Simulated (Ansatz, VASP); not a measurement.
# Two plane-wave programs on Cu

```
CELL_PARAMETERS angstrom
0.00000 1.83461 1.80750
1.83461 0.00000 1.80750
1.83461 1.83461 0.00000
ATOMIC_POSITIONS crystal
Cu 0.00000 0.00000 0.00000
```

Change from the starting cell: strain +0.015 along x and y, +0.000 along z, atoms carried along.

Alike in both runs: task single point; functional PBE; k mesh 22 × 22 × 22; occupations gaussian, width 0.15 eV; no spin polarisation.

```csv
,VASP,Ansatz
version,VASP 6.6.1,Ansatz 0.2.0
potentials or method,"VASP PAW PBE potentials, release 64 (Cu)","scalar-relativistic, plane waves, PAW"
plane-wave cutoff (eV),520,650
valence electrons in the cell,11,19
```

```tsv
	VASP	Ansatz	Ansatz less VASP
gap on the k mesh at the Fermi level (eV)	none	none	-
pressure (GPa)	-1.8	-2.4	-0.63
largest component of the traceless stress (GPa)	0.51	0.51	+0.002
```

A gap of «none» marks a metal or a gap that the smearing closes. The two sets of potentials don't hold the same shells in valence.
